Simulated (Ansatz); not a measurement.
## Au under changes of volume

One of the cells (16.855 Å³/atom); the others are scaled copies at fixed shape and fractional positions:

```xyz
1
Lattice="0.0000 2.0350 2.0350 2.0350 0.0000 2.0350 2.0350 2.0350 0.0000" Properties=species:S:1:pos:R:3 pbc="T T T"
Au    0.0000    0.0000    0.0000
```

| Property | Result |
| --- | --- |
| Program | Ansatz 0.2.0 |
| Functional | LDA |
| Potentials or basis | JTH PAW LDA |
| Cutoff | 750 eV |
| Density cutoff | 3750 eV |
| k mesh | 11 × 11 × 11 |
| Occupations | fermi-dirac, width 0.05 eV |
| Spin | no spin polarisation |

```csv
volume (Å³/atom),energy over the lowest point (meV/atom),pressure (GPa)
15.843,?,?
16.181,6.76,5.4
16.518,0.00,1.0
16.855,1.93,-2.9
17.192,11.43,-6.2
17.529,27.53,-9.1
17.866,49.39,-11.7
```

Q: What does the run at 15.843 Å³/atom give?

A: Energy over the lowest point 23.45 meV/atom; pressure 10.4 GPa.

Worked out: A Birch-Murnaghan fit of order 3 (a polynomial in V^(-2/3)) to the other rows has its minimum at 16.61 Å³/atom with B0 = V·E''(V) = 196 GPa and B' = 5.7. It gives 23.52 meV/atom at 15.843 Å³/atom, against the run's 23.45, and -dE/dV = 10.5 GPa, against 10.4.

Energies are extrapolated to zero smearing.
